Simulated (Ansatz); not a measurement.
Crystal: Si.

```
Si
1.0
     2.62054    0.00000    0.00000
    -1.31027    2.26946    0.00000
     0.00000    0.00000    2.46635
Si
1
Direct
  0.00000 0.00000 0.00000
```

This isn't the form of Si at room conditions, which is diamond.

Base run:

```yaml
Program: Ansatz 0.2.0
Functional: PBE0
Potentials_or_basis: all-electron PAW datasets made for the crystal
Cutoff: 220 eV (chosen from the basis error)
k_mesh: 8 × 8 × 8
Occupations: fermi-dirac, width 0.05 eV
Spin: no spin polarisation
```

Its results: band gap on the k mesh none (metal or under the smearing width); pressure 1.3 GPa.

Task: The run is repeated on the same cell with these changes: functional from PBE0 to PBEsol; cutoff from 220 eV (chosen from the basis error) to 200 eV (chosen from the basis error). What comes out?

Result: Band gap on the k mesh none (metal or under the smearing width); pressure 0.9 GPa.

Caveats: the k mesh is thin for a metal, which can move the energy by tens of meV per atom.
